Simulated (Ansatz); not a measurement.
Level of theory: DFT PBE, scalar-relativistic, plane waves, PAW in Ansatz 0.2.0. All cells share a 420 eV cutoff and Γ-centred k meshes spaced at most about 0.3 Å⁻¹ (about 0.25 or finer for metals, 2π included). No spin polarisation.

All energies are static (0 K, no zero-point motion).

Compare these two cells of Si4Ge3, each relaxed at this level.

A.

```yaml
crystal:
  lattice:
    - [1.83484, 1.05935, 10.73309]
    - [-1.83484, 1.05935, 10.73309]
    - [0.00000, -2.11870, 10.73309]
  atoms:
    - { symbol: Si, position: [0.42365, 0.42365, 0.42365] }
    - { symbol: Si, position: [0.57635, 0.57635, 0.57635] }
    - { symbol: Si, position: [0.28232, 0.28232, 0.28232] }
    - { symbol: Si, position: [0.71768, 0.71768, 0.71768] }
    - { symbol: Ge, position: [0.00000, 0.00000, 0.00000] }
    - { symbol: Ge, position: [0.13928, 0.13928, 0.13928] }
    - { symbol: Ge, position: [0.86072, 0.86072, 0.86072] }
```

B.

```yaml
crystal:
  lattice:
    - [5.22024, 3.01391, 3.22449]
    - [-5.22024, 3.01391, 3.22449]
    - [0.00000, -6.02782, 3.22449]
  atoms:
    - { symbol: Si, position: [0.15358, 0.01881, 0.44062] }
    - { symbol: Si, position: [0.84642, 0.98119, 0.55937] }
    - { symbol: Si, position: [0.44062, 0.15358, 0.01881] }
    - { symbol: Si, position: [0.55937, 0.84642, 0.98119] }
    - { symbol: Si, position: [0.01881, 0.44062, 0.15358] }
    - { symbol: Si, position: [0.98119, 0.55937, 0.84642] }
    - { symbol: Si, position: [0.87673, 0.87673, 0.87673] }
    - { symbol: Si, position: [0.12327, 0.12327, 0.12327] }
    - { symbol: Ge, position: [0.73813, 0.30271, 0.59507] }
    - { symbol: Ge, position: [0.26187, 0.69729, 0.40493] }
    - { symbol: Ge, position: [0.40493, 0.26187, 0.69729] }
    - { symbol: Ge, position: [0.59507, 0.73813, 0.30271] }
    - { symbol: Ge, position: [0.69729, 0.40493, 0.26187] }
    - { symbol: Ge, position: [0.30271, 0.59507, 0.73813] }
```

Task: Which form is favoured at zero pressure, and by what margin per atom?

Result: B is lower, by 297 meV/atom. A has space group R-3m (No. 166), 17.9 Å³/atom and no gap on its mesh; B has Si and Ge ordered on diamond sites, space group R-3 (No. 148), 21.7 Å³/atom and a gap of 0.71 eV. Counting Ge atoms around Si (those within 1.25 times the shortest such distance or 1.15 times the sum of covalent radii; a plus sign parts nearer from farther groups; the shortest distance is added where it is long for a bond; a slash parts the counts of unlike sites), A has Si 3 and B has Si 2/6+9 from 3.9 Å. The lower one is the more open, so pressure narrows the difference. In A, around Si on its first site lie 3 Si at 2.47 Å and 3 Ge at 2.64 Å; Si on its second site has 3 Si at 2.47 Å and 3 Ge at 2.68 Å; Ge on a site of symmetry -3m has 6 Si at 2.68 Å; 1 more site not described. In B, Si on a site of symmetry 1 has 2 Si at 2.36–2.38 Å and 2 Ge at 2.42 Å; around Si on a site of symmetry 3 lie 4 Si at 2.38 Å; Ge has 2 Si at 2.42 Å and 2 Ge at 2.48 Å. Both come from invented guesses.

Kohn–Sham gaps at this level usually fall short of measured ones. Cells relaxed within their symmetry can be saddle points.

The preference for B is mainly a preference for tetrahedral bonding. With four valence electrons per atom, Si and Ge on diamond sites can fill a two-electron sp³ bond to each neighbour, which separates bonding from antibonding states and leaves a gap. In A, the described sites have six neighbours sharing the same number of electrons, so the bonding is probably delocalised and electron-poor. The distances fit this: Si–Si lengthens from 2.36–2.38 Å to 2.47 Å, and Si–Ge from 2.42 Å to 2.64–2.68 Å, the latter being stretched but still bonds. A is nevertheless denser, because more neighbours outweigh longer contacts, as in the metallic high-pressure forms of both elements.

The margin of 297 meV/atom therefore probably reflects the change of network much more than the arrangement of Si and Ge, which are chemically similar and mix readily on a diamond lattice. B's advantage over A doesn't show that its particular ordering would survive against a random alloy or separation into the elements.
